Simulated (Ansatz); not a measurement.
**Ag: response to strain**

Ag is deformed so: equal xy, yz and zx engineering shear strains of -1.5 %. What stress and forces result, by LAPW, PAW and all-electron datasets made for the crystal?

Method: DFT PBE, scalar-relativistic, in Ansatz 0.2.0.

## 1. The starting structure

It takes space group Fm-3m (No. 225, cubic). Conventional cell: a = 4.086 Å, b = 4.086 Å, c = 4.086 Å, α = 90.00°, β = 90.00°, γ = 90.00°. Ag (site symmetry m-3m) has 12 Ag at 2.89 Å as nearest neighbours.

Structure file:

```cif
data_structure
_symmetry_space_group_name_H-M 'P 1'
_symmetry_Int_Tables_number 1
_cell_length_a 2.8894
_cell_length_b 2.8894
_cell_length_c 2.8894
_cell_angle_alpha 60.000
_cell_angle_beta 60.000
_cell_angle_gamma 60.000
_cell_volume 17.06
loop_
_atom_site_label
_atom_site_type_symbol
_atom_site_fract_x
_atom_site_fract_y
_atom_site_fract_z
_atom_site_occupancy
Ag1 Ag 0.00000 0.00000 0.00000 1
```

## 2. After the deformation

Space group Fm-3m before, R-3m after.

## 3. Full-potential LAPW

input.yaml

```yaml
crystal:
  lattice:
    - [-0.0306465, 2.02777675, 2.02777675]
    - [2.02777675, -0.0306465, 2.02777675]
    - [2.02777675, 2.02777675, -0.0306465]
  atoms:
    - { symbol: Ag, position: [0.0, 0.0, 0.0] }
kpoints:
  mp_grid: { grid: [15, 15, 15] }
scf:
  occupations: { method: fermi_dirac, width: 0.05 }
hamiltonian:
  xc: pbe
  pseudopotentials: { kind: all_electron, lapw: { basis_error: 0.001 } }
output:
  forces: true
  stress: true
  eigenvalues: true
```

Run with:

```sh
ansatz run input.yaml --threads 1 --pin off --max-ram 2048MiB --backend cpu --events-out ev --progress --plain --runs-dir out
```

## 4. PAW with frozen cores

input.yaml, as its differences from that of step 3:

```diff
@@ -13,3 +13,3 @@
   xc: pbe
-  pseudopotentials: { kind: all_electron, lapw: { basis_error: 0.001 } }
+  pseudopotentials: { kind: paw }
 output:
@@ -18 +18,2 @@
   eigenvalues: true
+  efg: { contact_densities: true }
```

## 5. All-electron PAW on datasets made for the crystal

input.yaml, as its differences from that of step 4:

```diff
@@ -13,3 +13,3 @@
   xc: pbe
-  pseudopotentials: { kind: paw }
+  pseudopotentials: { kind: all_electron, datasets: crystal }
 output:
```

(Steps that only read results are left out.)

**Question.** What will these runs give? Wanted: pressure; largest shear or deviatoric stress.

The runs gave:

| quantity | value |
| --- | --- |
| pressure | LAPW 4.65, PAW 4.67, crystal datasets 4.65 GPa |
| largest shear or deviatoric stress (LAPW) | 0.47 GPa |

The largest part of the stress beyond the pressure is 0.47 GPa in size. No run of the undeformed cell stands beside it, so the pressure holds what the given cell had before the change. PAW: stress within 0.02 GPa of LAPW. Crystal datasets: stress within 0.01 GPa of LAPW.
